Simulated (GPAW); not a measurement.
Wanted: an ASE script for a GPAW 26.7.0 run.

```yaml
Task: single point
Functional: PBE
Potentials_or_basis: GPAW PAW data sets (gpaw-data 1.2.1)
Cutoff: 600 eV
Basis: pw
k_mesh: 10 × 10 × 8
Occupations: gaussian, width 0.02 eV
Spin: no spin polarisation
Maxiter: 150
```

The structure of MoP lies in POSCAR:

```
MoP
1.0
    3.2230000000      0.0000000000      0.0000000000
   -1.6115000000      2.7911998764      0.0000000000
    0.0000000000      0.0000000000      3.1910000000
Mo P
1 1
Direct
    0.0000000000      0.0000000000      0.0000000000
    0.3333333333      0.6666666667      0.5000000000
```

The input as run:

run.py

```python
from ase.dft.bandgap import bandgap
from ase.io import read, write
from ase.units import GPa
from gpaw import GPAW, PW

atoms = read('POSCAR')

calc = GPAW(mode=PW(600),
            xc='PBE',
            kpts={'size': (10, 10, 8), 'gamma': True},
            occupations={'name': 'methfessel-paxton', 'order': 0, 'width': 0.02},
            nbands=20,
            convergence={'density': 1e-05, 'energy': 1e-05},
            maxiter=150,
            txt='gpaw.txt')
atoms.calc = calc
energy = atoms.get_potential_energy()
forces = atoms.get_forces()
stress = atoms.get_stress()
calc.write('gs.gpw')
write('result.traj', atoms)
print(f'Energy: {energy:.6f} eV')
print('Forces (eV/A):')
print(forces.round(4))
print('Stress (GPa):', (stress / GPa).round(3))
print('Fermi level:', round(calc.get_fermi_level(), 4), 'eV')
print(f'Gap: {bandgap(calc)[0]:.4f} eV, direct: {bandgap(calc, direct=True)[0]:.4f} eV')
```

Potentials or basis: GPAW PAW data sets (gpaw-data 1.2.1), pw.

Run with:

```console
$ OMP_NUM_THREADS=1 python run.py
```

It gave:

```yaml
Pressure: 2.9 GPa
Band_gap_on_the_k_mesh: none (metal or under the smearing width)
```

Wall time 22 s on 1 thread of Arm Neoverse V1, on a shared host, peak memory 0.16 GiB.
